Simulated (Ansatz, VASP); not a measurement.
**One calculation of Mo, two programs**

```
Mo
1.0
    -1.58022    1.58022    1.58022
     1.58022   -1.58022    1.58022
     1.58022    1.58022   -1.58022
Mo
1
Direct
  0.00000 0.00000 0.00000
```

Alike in both runs: functional PBE; k mesh 18 × 18 × 18; occupations gaussian, width 0.1 eV; no spin polarisation.

Ansatz relaxed the structure, and its values are those at the end. VASP's run is a single point on that final structure, the one shown.

|  | VASP | Ansatz |
| --- | --- | --- |
| version | VASP 6.6.1 | Ansatz 0.2.0 |
| potentials or method | VASP PAW PBE potentials, release 64 (Mo_sv) | scalar-relativistic, plane waves, PAW |
| plane-wave cutoff (eV) | 520 | 420 |
| valence electrons in the cell | 14 | 14 |

Ansatz gave:

- gap on the k mesh at the Fermi level (eV): none
- pressure (GPa): 0.0

Problem. Which values does VASP return?

Solution. gap on the k mesh at the Fermi level (eV): none; pressure (GPa): 0.5.

A gap of «none» marks a metal or a gap that the smearing closes.
